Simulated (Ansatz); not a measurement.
## SiC: random displacements

Computed with Ansatz 0.2.0, DFT PBE, scalar-relativistic, plane waves, PAW. Settings: plane waves to 420 eV, k-mesh 6×6×6 (Γ-centred), Gaussian smearing 0.05 eV. No spin polarisation. Energies are free energies at this smearing, counted from the undisturbed cell; pressure is positive in compression.

Reference structure (as given, not relaxed at this level):

```
CELL_PARAMETERS angstrom
4.34800 0.00000 0.00000
0.00000 -4.34800 0.00000
0.00000 0.00000 -4.34800
ATOMIC_POSITIONS crystal
Si 0.00000 0.50000 0.50000
Si 0.50000 0.00000 0.50000
Si 0.50000 0.50000 0.00000
Si 0.00000 0.00000 0.00000
C 0.75000 0.75000 0.75000
C 0.25000 0.25000 0.75000
C 0.25000 0.75000 0.25000
C 0.75000 0.25000 0.25000
```

The atoms are displaced (Å, in the unstrained cell):

```
atom ux uy uz
 Si1  -0.066  -0.013   0.073
 Si2   0.308  -0.053   0.136
 Si3   0.166   0.010   0.099
 Si4  -0.044   0.243  -0.050
  C5  -0.128   0.010  -0.040
  C6   0.115  -0.132   0.063
  C7  -0.399  -0.089  -0.035
  C8   0.048   0.024  -0.247
```

The cell is not strained.

(1) What are the energy change, the stress and the forces?

Answers

(1) ΔE = 1139.9 meV/atom; stress (xx, yy, zz, yz, xz, xy; compression positive) (28.28, 47.32, 38.16, -29.33, 1.33, -20.62) GPa.
| atom | Fx (eV/Å) | Fy | Fz |
| --- | --- | --- | --- |
| Si1 | 3.37 | -0.01 | -5.01 |
| Si2 | -13.44 | 8.42 | -8.58 |
| Si3 | -5.09 | 3.60 | -4.06 |
| Si4 | -3.42 | -10.07 | 9.15 |
| C5 | 3.52 | -2.34 | 2.90 |
| C6 | -1.17 | 2.58 | -0.24 |
| C7 | 11.39 | 5.14 | -6.59 |
| C8 | 4.83 | -7.31 | 12.43 |

Cost: 1 run of about 0.35 core-minutes, on Intel Xeon Processor @ 2.70GHz (shared hosts).